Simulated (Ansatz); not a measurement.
# Slab of hcp Rh (10-10), 8 layers

The slab is cut from the hcp crystal, which needn't be the stable phase, as relaxed on PAW files (14.12 Å³/atom), with 16 Å of vacuum and a dipole correction:

```yaml
crystal:
  lattice:
    - [2.72557, 0.00000, 0.00000]
    - [0.00000, 4.39084, 0.00000]
    - [0.00000, 0.00000, 23.86810]
  atoms:
    - { symbol: Rh, position: [0.00000, 0.75000, 0.33518] }
    - { symbol: Rh, position: [0.50000, 0.25000, 0.36814] }
    - { symbol: Rh, position: [0.50000, 0.75000, 0.43407] }
    - { symbol: Rh, position: [0.00000, 0.25000, 0.46704] }
    - { symbol: Rh, position: [0.00000, 0.75000, 0.53296] }
    - { symbol: Rh, position: [0.50000, 0.25000, 0.56593] }
    - { symbol: Rh, position: [0.50000, 0.75000, 0.63186] }
    - { symbol: Rh, position: [0.00000, 0.25000, 0.66482] }
```

All numbers are PBE results (scalar-relativistic) from Ansatz 0.2.0, with a Γ-centred 13×8×1 k mesh, Fermi–Dirac smearing of 0.1 eV, no spin polarisation. Methods: LAPW: all electrons, basis error target 1 meV/atom; PAW: frozen-core files, cutoff 420 eV.

The bulk energy comes from a cell in the slab's orientation on a 13×8×8 mesh. The surface energy is (E(slab) − N·E(bulk))/2A at zero smearing, the mean of both faces; thin slabs carry quantum-size effects.

The cell is 1×1, so reconstructions are forbidden.

As cut, the LAPW slab lies 3.213 eV above 8 atoms of bulk. What surface energy is that?

Over two faces of 11.97 Å² it is 134.2 meV/Å², and times 16.02 J/m² per eV/Å² that gives γ = 2.150 J/m².

| method | γ as cut (J/m²) | γ relaxed (J/m²) | Φ as cut (eV) | Φ relaxed (eV) |
| --- | --- | --- | --- | --- |
| LAPW | 2.150 | ? | 5.04 | 5.10 |

What belongs in the row "LAPW", column "γ relaxed (J/m²)"?

2.063.

How do the spacings between the planes relax (positions relaxed on PAW files)?

From the bottom face up: d12 -20.2 % of 0.787 Å, d23 +4.4 % of 1.574 Å, d34 -5.7 % of 0.787 Å, d45 +0.4 % of 1.574 Å, d56 -5.7 % of 0.787 Å, d67 +4.4 % of 1.574 Å, d78 -20.2 % of 0.787 Å.

What changes if relativity is switched off, at the same positions?

LAPW then gives: no gap, work function 4.94 eV.

A 3d core hole is made on one atom of each kind in every 1×1 cell (PAW hole dataset, neutral cell, valence without spin). What does it cost by layer?

layer 1 306.08 eV, layer 2 306.33 eV, layer 3 306.67 eV, layer 4 306.66 eV. Shifts between layers mean more than the absolute values, and a whole layer of holes screens otherwise than one hole.
